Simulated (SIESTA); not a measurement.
Something may be wrong with this SIESTA 5.4.2 calculation of B.

The input B.fdf:

```
SystemName                      B
SystemLabel                     B
NumberOfSpecies                 1
NumberOfAtoms                   1
%block ChemicalSpeciesLabel
  1   5 B
%endblock ChemicalSpeciesLabel

LatticeConstant                 1.0 Ang
%block LatticeVectors
     2.3461100000     0.0000000000     0.0000000000
     0.0000000000     2.3461100000     0.0000000000
     0.0000000000     0.0000000000     1.5857900000
%endblock LatticeVectors
AtomicCoordinatesFormat         Ang
%block AtomicCoordinatesAndAtomicSpecies
     1.1730550000     1.1730550000     0.7928950000  1
%endblock AtomicCoordinatesAndAtomicSpecies

%block kgrid.MonkhorstPack
   11   0   0  0.0
    0  11   0  0.0
    0   0  16  0.0
%endblock kgrid.MonkhorstPack
XC.Functional                   LDA
XC.Authors                      PBE
PAO.BasisSize                   DZP
PAO.EnergyShift                 0.003 Ry
Mesh.Cutoff                     500 Ry
OccupationFunction              FD
ElectronicTemperature           0.05 eV
MaxSCFIterations                50
SCF.MustConverge                false
SCF.Mixer.Method                Pulay
SCF.Mixer.Weight                0.25
SCF.Mixer.History               8
SCF.DM.Tolerance                5.0e-05
SCF.H.Tolerance                 1.0e-03 eV
WriteForces                     true
Charge.Mulliken                 end
```

Potentials or basis: PseudoDojo 0.4 standard (PBE files), DZP (energy shift 0.003 Ry).

The run is started by

```bash
$ siesta < B.fdf > B.out 2>&1
```

B.out:

```text
Version         : 5.4.2

                           ***********************
                           *  WELCOME TO SIESTA  *
                           ***********************

 NOTE: Siesta V5 introduces some new defaults for basis-set generation
 NOTE: which might lead to slightly different numerical results.
 NOTE: Please see the manual for full details and compatibility measures.

[... 110 lines left out ...]
read_vps: ONCVPSP (concvpsp
Valence charge in pseudo generation:    3.00000

read_vps: Pseudopotential includes a core correction:
read_vps: Pseudo-core for xc-correction

xc_check: Exchange-correlation functional:
xc_check: LDA PBE
xc_check: WARNING: Pseudopotential generated with GGA PBE functional
LDAXC: Unknown author PBE
Stopping Program from Node:    0
LDAXC: Unknown author PBE
Stopping Program from Node:    0
```

Problem. What happened, and what is wrong with the input?

Solution. The program refused the input. The input holds a flaw that was put in on purpose: functional and authors of different families (XC.Mix = left out; XC.Functional = LDA; XC.Authors = PBE).
